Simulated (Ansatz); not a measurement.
One run on Fe (Fmmm): Fe2 tilted by 20° from z and held

Computed with Ansatz 0.2.0, DFT, PBE, all-electron LAPW, scalar-relativistic.

Command: `ansatz run input.yaml --threads 2 --pin off --max-ram 4096MiB --backend cpu --events-out ev --progress --plain --runs-dir out`

```yaml
crystal:
  lattice:
    - [0.0, -1.9417396906, 1.9651051623]
    - [0.0, 1.9417396906, 1.9651051623]
    - [-2.9968794198, 0.0, 0.0]
  atoms:
    - { symbol: Fe, position: [0.0, 0.0, 0.0], spin: 2.2, spin_axis: [0.0, 0.0, 1.0] }
    - { symbol: Fe, position: [0.5, 0.5, 0.5], spin: 2.2, spin_axis: [0.34202014, 0.0, 0.93969262] }
magnetization:
  noncollinear: true
  spin_locking: { lock_directions: true }
kpoints:
  mp_grid: { grid: [9, 9, 9] }
scf:
  occupations: { method: fermi_dirac, width: 0.1 }
  max_iter: 150
  lower_state_search: "off"
hamiltonian:
  xc: pbe
  pseudopotentials: { kind: all_electron, lapw: { basis_error: 0.001 } }
output:
  eigenvalues: false
```

Log:

```
settings of this run that can trade accuracy for cost: output.eigenvalues: false. Do not mix this run's numbers with those of runs without the same settings; the input reference describes each key
LAPW: plane waves up to 9.110 Å⁻¹, error target 1.0e-3 eV per atom; small_component_spin mean_spin; Fe in spheres of 1.226 Å, 16 of its electrons in bands, Dirac shells [] (how accurate: hamiltonian.pseudopotentials.lapw.basis_error, Limitations)
Engine: ansatz 0.2.0
Pseudopotentials: kind: all_electron
Pseudopotential: Fe, LAPW, valence charge 16, lapw/all_electron/scalar/gaussian/Fe, Koelling and Harmon's equation, gaussian nucleus
Functional definition: PBE
  parameter kappa = 0.804
  parameter beta = 0.06672455060314922
  exchange = pbe_x(kappa = kappa, mu = beta*pi^2/3)
  correlation = pbe_c(beta = beta)
Crystal: 2 atoms, lattice volume = 22.871 Å³
Basis set: ecut = 316.1989549995325 eV, 281 PW (Γ), exchange–correlation at level 2
Bands: 40, of which v1, the nominal top of the filled ones, is band 32 counted from 1 (31 counted from 0)
Symmetry: 16 space group operations + 16 with time reversal
Moments: of one size on atoms that these operations exchange, one fixing the others by the rotation that the starting moments gave each, and all in one plane where the starting moments lie in one or along one axis (crystal.symmetry.detect: false holds none)
k-points: 125 of 729
Non-local potential: Fe, projectors of the file, none
Initial density: superposition of atomic densities (chi_scale 0.1, normalization cell)
Starting moments: Σ|m| = 4.4 μB on 2 of 2 sites
Initial wavefunctions: plane waves of lowest kinetic energy (no species holds an atomic orbital)
Functional: x = pbe(κ = 0.804, μ = 0.2195149727645171), c = pbe(β = 0.06672455060314922)
iter 1 solved again at ethr=1.03e-4 eV; its pass at ethr=1.00e-1 eV (dr2=3.29e-2 eV) is discarded
SCF iter   1: F=-69267.727487 eV  HF=-69268.081390 eV  |F-HF|=3.54e-1  |Δ(HF+E_count)|=         —  Δρ=1.82e-2  dr2=3.35e-2  dr2_m=1.29e-2  ethr=1.03e-4  |M|=4.20e0 ∫|m|=4.31e0 μB  β_m=0.30  ⟨swp⟩=3.0  Hψ=38335  notcnv=0
preconditioner: auto → none  [metal: Δε(μ)=0.004 eV  Ē_g=4.437 eV  σ=0.100 eV  W_gap=0.01  n_scr=6 (ndim 8)  ℏωp=31.1 eV  f_vac=0.000  D(μ)=2.24/eV (n_scr^D=28)]
iter 2 solved again at ethr=6.28e-6 eV; its pass at ethr=1.03e-4 eV (dr2=2.01e-3 eV) is discarded
SCF iter   2: F=-69268.123209 eV  HF=-69268.051253 eV  |F-HF|=7.20e-2  |Δ(HF+E_count)|=   3.01e-2  Δρ=1.42e-2  dr2=2.01e-3  dr2_m=1.11e-2  ethr=6.28e-6  |M|=4.31e0 ∫|m|=4.45e0 μB  β_m=0.39  ⟨swp⟩=2.0  Hψ=26997  notcnv=0
SCF iter   3: F=-69268.163881 eV  HF=-69268.108287 eV  |F-HF|=5.56e-2  |Δ(HF+E_count)|=   5.70e-2  Δρ=1.04e-2  dr2=1.69e-3  dr2_m=6.09e-3  ethr=6.28e-6  |M|=4.29e0 ∫|m|=4.47e0 μB  β_m=0.33  ⟨swp⟩=3.0  Hψ=16335  notcnv=0
SCF iter   4: F=-69268.183293 eV  HF=-69268.170270 eV  |F-HF|=1.30e-2  |Δ(HF+E_count)|=   6.20e-2  Δρ=5.71e-3  dr2=4.19e-4  dr2_m=1.93e-3  ethr=5.27e-6  |M|=4.31e0 ∫|m|=4.54e0 μB  β_m=0.47  ⟨swp⟩=3.0  Hψ=16612  notcnv=0
SCF iter   5: F=-69268.190011 eV  HF=-69268.189647 eV  |F-HF|=3.64e-4  |Δ(HF+E_count)|=   1.94e-2  Δρ=1.08e-3  dr2=1.16e-4  dr2_m=6.78e-5  ethr=1.31e-6  |M|=4.33e0 ∫|m|=4.63e0 μB  β_m=0.66  ⟨swp⟩=3.1  Hψ=16990  notcnv=0
SCF iter   6: F=-69268.195450 eV  HF=-69268.195412 eV  |F-HF|=3.78e-5  |Δ(HF+E_count)|=         —  Δρ=6.55e-4  dr2=9.01e-6  dr2_m=2.48e-5  ethr=3.63e-7  |M|=4.34e0 ∫|m|=4.63e0 μB  β_m=0.83  ⟨swp⟩=2.1  Hψ=14703  notcnv=0
the basis was enlarged: its passes take 12.1 MiB over the memory plan, 2 of 2 planned eigensolver slots
SCF iter   7: F=-69268.195504 eV  HF=-69268.195496 eV  |F-HF|=8.48e-6  |Δ(HF+E_count)|=   8.35e-5  Δρ=1.93e-4  dr2=3.18e-7  dr2_m=2.70e-6  ethr=2.81e-8  |M|=4.34e0 ∫|m|=4.64e0 μB  β_m=0.87  ⟨swp⟩=3.0  Hψ=15535  notcnv=0
SCF iter   8: F=-69268.195496 eV  HF=-69268.195492 eV  |F-HF|=3.69e-6  |Δ(HF+E_count)|=   3.50e-6  Δρ=3.63e-5  dr2=8.92e-9  dr2_m=9.93e-8  ethr=9.95e-10  |M|=4.34e0 ∫|m|=4.64e0 μB  β_m=0.93  ⟨swp⟩=3.0  Hψ=16758  notcnv=0
SCF iter   9: F=-69268.195493 eV  HF=-69268.195493 eV  |F-HF|=9.83e-8  |Δ(HF+E_count)|=   1.04e-6  Δρ=6.62e-6  dr2=5.61e-10  dr2_m=4.20e-9  ethr=2.79e-11  |M|=4.35e0 ∫|m|=4.64e0 μB  β_m=0.97  ⟨swp⟩=3.9  Hψ=18992  notcnv=0
SCF iter  10: F=-69268.195494 eV  HF=-69268.195494 eV  |F-HF|=3.20e-10  |Δ(HF+E_count)|=   8.43e-7  Δρ=1.91e-6  dr2=2.36e-10  dr2_m=2.77e-10  ethr=2.38e-12 (applied; sched 1.75e-12)  |M|=4.35e0 ∫|m|=4.64e0 μB  ⟨swp⟩=3.0  Hψ=18255  notcnv=0
Constraint outer step 1 at iter 10: max|Δm| = 1.44e-2 μB  λ_eff = 1.000 eV/μB²  [c0 t0: gradient δμ = +2.873e-2 eV/μB]
Mixer restart at iter 10: flushing history
SCF iter  11: F=-69268.197856 eV  HF=-69268.196782 eV  |F-HF|=1.07e-3  |Δ(HF+E_count)|=         —  Δρ=4.71e-3  dr2=4.07e-7  dr2_m=1.21e-3  ethr=1.88e-12 (applied; sched 1.00e-12)  |M|=4.34e0 ∫|m|=4.65e0 μB  β_m=0.97  ⟨swp⟩=5.7  Hψ=26391  notcnv=0  reapply=2
SCF iter  12: F=-69268.203968 eV  HF=-69268.198928 eV  |F-HF|=5.04e-3  |Δ(HF+E_count)|=   2.15e-3  Δρ=1.03e-2  dr2=4.96e-6  dr2_m=5.80e-3  ethr=1.27e-9  |M|=4.36e0 ∫|m|=4.64e0 μB  β_m=0.55  ⟨swp⟩=4.1  Hψ=21068  notcnv=0  recentre
SCF iter  13: F=-69268.194844 eV  HF=-69268.194829 eV  |F-HF|=1.49e-5  |Δ(HF+E_count)|=   4.10e-3  Δρ=6.52e-4  dr2=2.40e-7  dr2_m=2.32e-5  ethr=1.27e-9  |M|=4.34e0 ∫|m|=4.65e0 μB  β_m=0.47  ⟨swp⟩=4.1  Hψ=20800  notcnv=0
SCF iter  14: F=-69268.194692 eV  HF=-69268.194693 eV  |F-HF|=5.79e-7  |Δ(HF+E_count)|=   1.36e-4  Δρ=2.93e-5  dr2=2.43e-8  dr2_m=6.42e-8  ethr=7.49e-10  |M|=4.34e0 ∫|m|=4.65e0 μB  β_m=0.46  ⟨swp⟩=3.0  Hψ=16856  notcnv=0
SCF iter  15: F=-69268.194691 eV  HF=-69268.194691 eV  |F-HF|=2.87e-8  |Δ(HF+E_count)|=   1.90e-6  Δρ=1.91e-5  dr2=5.21e-10  dr2_m=2.46e-8  ethr=7.60e-11  |M|=4.34e0 ∫|m|=4.65e0 μB  β_m=0.73  ⟨swp⟩=3.0  Hψ=15716  notcnv=0
SCF iter  16: F=-69268.194688 eV  HF=-69268.194688 eV  |F-HF|=6.55e-9  |Δ(HF+E_count)|=   2.98e-6  Δρ=5.21e-6  dr2=2.58e-10  dr2_m=1.71e-9  ethr=2.21e-12 (applied; sched 1.63e-12)  |M|=4.34e0 ∫|m|=4.65e0 μB  ⟨swp⟩=3.0  Hψ=16988  notcnv=0
SCF 1 converged in 16 iterations: F = -69268.194688 eV  dr2 = 2.58e-10
SCF converged after 16 iterations
Stability not checked: this state was not tested for a lower state beside it, because a magnetisation constraint still acts at the end of the SCF (magnetization_constraint; see scf.lower_state_search)
Magnetization: |M| = 4.3435 μB,  M = (+0.7542, +0.0000, +4.2775) μB
Absolute magnetization: 4.6468 μB (∫|m|)
  site 0: m = (+0.0007, -0.0000, +2.2482) μB, |m| = 2.2482 μB  (R = 1.01 Å)
  site 1: m = (+0.7683, +0.0000, +2.1129) μB, |m| = 2.2482 μB  (R = 1.01 Å)
--- Magnetisation constraints (ε_frz = 1.0e-4 eV) ---
  site  kind           target                            achieved (μB)             |Δ|max (μB)  g (eV/μB)                     λ_eff  esc  ok   flags
  0     per_site_axis  ê (+0.000, +0.000, +1.000) ≥0.00  (+0.001, -0.000, +2.248)  7.07e-4      (+3.0e-2, -2.7e-48, +0.0e0)   1.000  0    yes
  1     per_site_axis  ê (+0.342, +0.000, +0.940) ≥0.00  (+0.768, +0.000, +2.113)  6.64e-4      (-2.8e-2, +2.7e-48, +1.0e-2)  1.000  0    yes
Free energy (F): -69268.194688 eV
Harris-Foulkes:  -69268.194688 eV  (|F-HF|=6.55e-9)
Internal energy: -69268.128082 eV  (E = F + TS)
E sigma→0 (E₀):  -69268.161385 eV
Entropy (-TS):   -0.066606 eV (-33.303 meV/atom)
Fermi energy:    18.582199 eV
--- Per-component energies (eV) ---
  E_band       = -423.732309
  E_kinetic    = 70222.021170
  E_xc         = -3045.296293
  E_constr_dc  = 0.000039  (∫m·b dr)
  E_electrostatic = -136444.852962  (all electrons and nuclei)
  E_smearing   = -0.066606  (= −TS)
  E_closure    = 0.000003  (closes the sum)
  E_penalty    = 0.000038  (constraint; not in F)
  E_atoms      = -69250.009230  (free atoms, spherical and without spin; not in F)
  Σ components = -69268.194688   (vs F -69268.194688, Δ=0.00e0)
  Basis errors (estimates in eV, not in F): energy 2.7e-4 per atom: plane waves 2.3e-4 (1.2e-4 summed), levels above the bands 9.8e-14, relativity 8.0e-9, radial functions 4.5e-5, core shells 6.3e-9; eigenvalues (radial functions only) 6.8e-7; not estimated: angular momenta, meshes, grids; target (lapw.basis_error) 1.0e-3; muffin-tin radii Fe 1.226 Å
settings of this run that can trade accuracy for cost: output.eigenvalues: false. Do not mix this run's numbers with those of runs without the same settings; the input reference describes each key
```

Site moments (μB): Fe1 (0.00, 0.00, 2.25); Fe2 (0.77, 0.00, 2.11). Cell moment 4.34 μB.

The Ansatz runs typed with the search for lower states off end where their start leads. The magnetic state is the one that this cell and start allow. It needn't be the compound's measured order, which may need a larger cell or be absent.

It took 3.7 min on 2 threads of Arm Neoverse V1, with other jobs on the host, peak memory 0.81 GiB.
